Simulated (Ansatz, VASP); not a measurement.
## Two plane-wave programs on Al

```
CELL_PARAMETERS angstrom
2.81246 0.00000 0.00000
-1.40623 2.43566 0.00000
0.00000 0.00000 4.86685
ATOMIC_POSITIONS crystal
Al 0.54350 0.08699 0.75000
Al 0.33333 0.66667 0.25000
```

Alike in both runs: task single point; functional PBE; dispersion D3(BJ); k mesh 18 × 18 × 10; occupations gaussian, width 0.15 eV; no spin polarisation.

|  | VASP | Ansatz |
| --- | --- | --- |
| version | VASP 6.6.1 | Ansatz 0.2.0 |
| potentials or method | VASP PAW PBE potentials, release 64 (Al) | scalar-relativistic, plane waves, PAW |
| plane-wave cutoff (eV) | 520 | 420 |
| valence electrons in the cell | 6 | 6 |

|  | VASP | Ansatz | Ansatz less VASP |
| --- | --- | --- | --- |
| gap on the k mesh at the Fermi level (eV) | none | none | - |
| pressure (GPa) | -0.1 | -0.1 | +0.02 |
| largest component of the traceless stress (GPa) | 3.43 | 3.42 | -0.012 |
| rms of the force components (eV/Å) | 0.357 | 0.358 | +0.0008 |

Atom by atom the forces differ by 0.001 eV/Å (rms over components). A gap of «none» marks a metal or a gap that the smearing closes.

Caveats: pairwise dispersion overbinds metals, which lowers pressure and volume.
